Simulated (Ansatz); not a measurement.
# HfS2: the cost of one run

Computed with Ansatz 0.2.0 (DFT LDA, scalar-relativistic, plane waves, PAW, unless a step's input says otherwise).

3 further runs of the same task are left out: 1 that didn't finish, 2 set aside as unsound or not needed.

## Step 1: The system as given

Symmetry: P-3m1, No. 164, trigonal system. The conventional cell has a = 3.556 Å, b = 3.556 Å, c = 5.684 Å, α = 90.00°, β = 90.00°, γ = 120.00°. Around Hf (site symmetry -3m) lie 6 S at 2.51 Å. S (site symmetry 3m) has 3 Hf at 2.51 Å as nearest neighbours.

Structure file:

```
Hf S
1.0
     3.55602    0.00000    0.00000
    -1.77801    3.07961    0.00000
     0.00000    0.00000    5.68435
Hf S
1 2
Direct
  0.00000 0.00000 0.00000
  0.66667 0.33333 0.74558
  0.33333 0.66667 0.25442
```

It goes back to an entry of the Materials Project.

It is the result of an earlier relaxation at this level (volume 20.75 Å³/atom; gap on the mesh: 0.58 eV).

## Step 2: Tight relaxation for the response runs

Response functions are second derivatives at a minimum, so forces and stress are first brought close to zero on the mesh and occupations that the response runs use.

input.yaml reads:

```yaml
crystal:
  lattice:
    - [3.5560238841, 0.0, 0.0]
    - [-1.778011942, 3.0796070201, 0.0]
    - [0.0, 0.0, 5.6843525689]
  atoms:
    - { symbol: Hf, position: [0.0, 0.0, 0.0] }
    - { symbol: S, position: [0.6666666667, 0.3333333333, 0.7455770568] }
    - { symbol: S, position: [0.3333333333, 0.6666666667, 0.2544229432] }
basis:
  ecutwfc: 420
kpoints:
  mp_grid: { grid: [12, 12, 6] }
hamiltonian:
  xc: lda
scf:
  occupations: { method: fixed }
output:
  forces: true
  stress: true
  eigenvalues: true
relax:
  adjacent_minimum: "off"
  f_tol: 0.001
  max_steps: 60
  cell: { stress_tol: 0.01 }
```

On the command line:

```console
> ansatz run input.yaml --threads 1 --pin off --max-ram 3072MiB --backend cpu --events-out ev --progress --plain --runs-dir out
```

**Question.** How long does this run take on 1 thread of Arm Neoverse V1, shared host, and how much memory does it need?

About 30 s, with a peak of 0.4 GiB.
